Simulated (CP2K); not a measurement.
Rh under changes of volume

One of the cells (14.302 Å³/atom); the others are scaled copies at fixed shape and fractional positions:

```
CELL_PARAMETERS angstrom
2.73098 0.00000 0.00000
-1.36549 2.36510 0.00000
0.00000 0.00000 4.42849
ATOMIC_POSITIONS crystal
Rh 0.33333 0.66667 0.25000
Rh 0.66667 0.33333 0.75000
```

This isn't the form of Rh at room conditions, which is fcc.

- Program: CP2K 2026.2
- Functional: PBE
- Potentials or basis: POTENTIAL_UZH Rh GTH-PBE-q17; TZVP-MOLOPT-PBE-GTH basis
- Density cutoff: 6123 eV
- k mesh: 11 × 11 × 6
- Occupations: fermi-dirac, width 0.05 eV
- Spin: no spin polarisation

```csv
volume (Å³/atom),energy over the lowest point (meV/atom),pressure (GPa)
13.444,?,?
13.730,13.01,9.7
14.016,1.47,3.7
14.302,0.00,-1.6
14.588,7.44,-6.3
14.874,22.72,-10.4
15.160,44.91,-14.1
```

**Question.** What does the run at 13.444 Å³/atom give?

**Answer.** Energy over the lowest point 35.96 meV/atom; pressure 16.5 GPa.

Worked out: A Birch-Murnaghan fit of order 3 (a polynomial in V^(-2/3)) to the other rows has its minimum at 14.20 Å³/atom with B0 = V·E''(V) = 258 GPa and B' = 5.2 at fixed shape and positions, which overstates the stiffness. It gives 35.99 meV/atom at 13.444 Å³/atom, against the run's 35.96, and -dE/dV = 16.4 GPa, against 16.5.

Energies are extrapolated to zero smearing.

Caveats: the basis of atomic orbitals isn't converged, which shifts pressures, moduli and gaps.
